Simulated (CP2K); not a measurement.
Runs of CP2K 2026.2 on CdS (Hawleyite). Symmetry: F-43m, No. 216, cubic system. Conventional cell: a = 5.833 Å, b = 5.833 Å, c = 5.833 Å, α = 90.00°, β = 90.00°, γ = 90.00°. Cd (site symmetry -43m) has 4 S at 2.53 Å as nearest neighbours. S (site symmetry -43m) has 4 Cd at 2.53 Å as nearest neighbours. 

| task | level | potentials or basis | smearing | EPS_DEFAULT | NGRIDS | points a segment of the path (NPOINTS) | bands added on the path | gap on the mesh (eV) | pressure (GPa) | V0 of scaled cells (Å³/atom) | B0 (GPa) |
| --- | --- | --- | --- | --- | --- | --- | --- | --- | --- | --- | --- |
| band structure | LDA | GTH_POTENTIALS Cd GTH-PADE-q12, S GTH-PADE-q6; TZVP-MOLOPT-PBE-GTH basis | fermi-dirac 0.01 eV | 1.0E-9 | 5 | 10 | 2 | 0.85 | -1.9 | - | - |
| equation of state | PBEsol | POTENTIAL_UZH Cd GTH-PBE-q12, S GTH-PBE-q6; TZVP-MOLOPT-PBE-GTH basis | fermi-dirac 0.1 eV | 1.0E-9 | 4 | - | - | - | - | 25.06 | 61 |
| equation of state | PBEsol | POTENTIAL_UZH Cd GTH-PBE-q12, S GTH-PBE-q6; TZVP-MOLOPT-PBE-GTH basis | fermi-dirac 0.05 eV | 1.0E-10 | 5 | - | - | - | - | 25.06 | 61 |
| band structure | LDA | GTH_POTENTIALS Cd GTH-PADE-q12, S GTH-PADE-q6; TZVP-MOLOPT-PBE-GTH basis | fermi-dirac 0.0259 eV | 1.0E-10 | 4 | 8 | 4 | 0.85 | -1.9 | - | - |
| single point | PBE | POTENTIAL_UZH Cd GTH-PBE-q12, S GTH-PBE-q6; TZVP-MOLOPT-PBE-GTH basis | fermi-dirac 0.05 eV | 1.0E-10 | 5 | - | - | (a) | 3.4 | - | - |

Alike in all rows: no spin polarisation; cell as given; k mesh 8 × 8 × 8.

Estimate the missing entries.

(a) 1.14.

Caveats: the basis of atomic orbitals isn't converged, which shifts pressures, moduli and gaps; the potentials were made for another functional, which shifts forces and pressure (some runs).

A k mesh can miss the band edges, and the runs leave out spin-orbit coupling on Cd.

Not every run made on this cell is shown here.
